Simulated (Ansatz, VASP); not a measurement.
Si in VASP and in Ansatz

INCAR

```
SYSTEM = Si
ALGO = Normal ; EDIFF = 1E-7
ENCUT = 520 ; GGA = PS
ISIF = 2 ; ISMEAR = 0
LASPH = .True. ; LCHARG = .False.
LREAL = .False. ; LWAVE = .False.
NBANDS = 11 ; NELM = 100
PREC = Accurate ; SIGMA = 0.01
```

The input KPOINTS:

```
k-points
0
Gamma
  10 10 10
  0 0 0
```

The input POSCAR:

```
Si
1.0
    0.0000000000      2.7276977521      2.7081195127
    2.7276977521      0.0000000000      2.7081195127
    2.7276977521      2.7276977521      0.0000000000
Si
2
Direct
    0.0000000000      0.0000000000      0.0000000000
    0.2500000000      0.2500000000      0.2500000000
```

Input for Ansatz:

```yaml
crystal:
  lattice:
    - [0.0, 2.7276977521, 2.7081195127]
    - [2.7276977521, 0.0, 2.7081195127]
    - [2.7276977521, 2.7276977521, 0.0]
  atoms:
    - { symbol: Si, position: [0.0, 0.0, 0.0] }
    - { symbol: Si, position: [0.25, 0.25, 0.25] }
basis: {}
kpoints:
  mp_grid: { grid: [10, 10, 10] }
  band_path:
    path:
      - [0.0, 0.0, 0.0]
      - [0.0, 0.0, 0.0]
      - [0.4212830435, 0.4212830435, 0.0]
      - [0.0, 0.4223103605, 0.4223103605]
      - [0.5, 0.5, 0.5]
      - [0.0, 0.0, 0.5]
      - [0.0036836862, 0.0036836862, 0.0073673724]
      - [-0.0036836862, -0.0036836862, -0.0073673724]
      - [0.0036836862, 0.0036836862, 0.0073673724]
      - [-0.0036836862, -0.0036836862, -0.0073673724]
    npoints: 1
hamiltonian:
  xc: pbesol
  pseudopotentials: { kind: all_electron, lapw: {} }
scf:
  occupations: { method: fixed }
  n_extra_bands: 5
output:
  forces: true
  stress: true
  eigenvalues: true
```

Alike in both runs: task single point; functional PBEsol; k mesh 10 × 10 × 10; no spin polarisation.

```csv
,VASP,Ansatz
version,VASP 6.6.1,Ansatz 0.2.0
potentials or method,"VASP PAW PBE potentials, release 64 (Si)","scalar-relativistic, all-electron LAPW"
plane-wave cutoff (eV),520,see its input
occupations,"gaussian, width 0.01 eV",fixed
```

```tsv
	VASP	Ansatz	Ansatz less VASP
gap on the k mesh at the Fermi level (eV)	0.40	0.41	+0.008
least direct gap on the mesh (eV)	2.46	2.47	+0.005
pressure (GPa)	-0.3	-0.5	-0.16
largest component of the traceless stress (GPa)	0.45	0.45	+0.001
```

Ansatz ran all-electron here, so the differences hold the error of VASP's frozen core and of both bases.

Caveats: the PAW data sets were made with another functional, which shifts forces and pressure a little (VASP). A k mesh can miss the band edges.
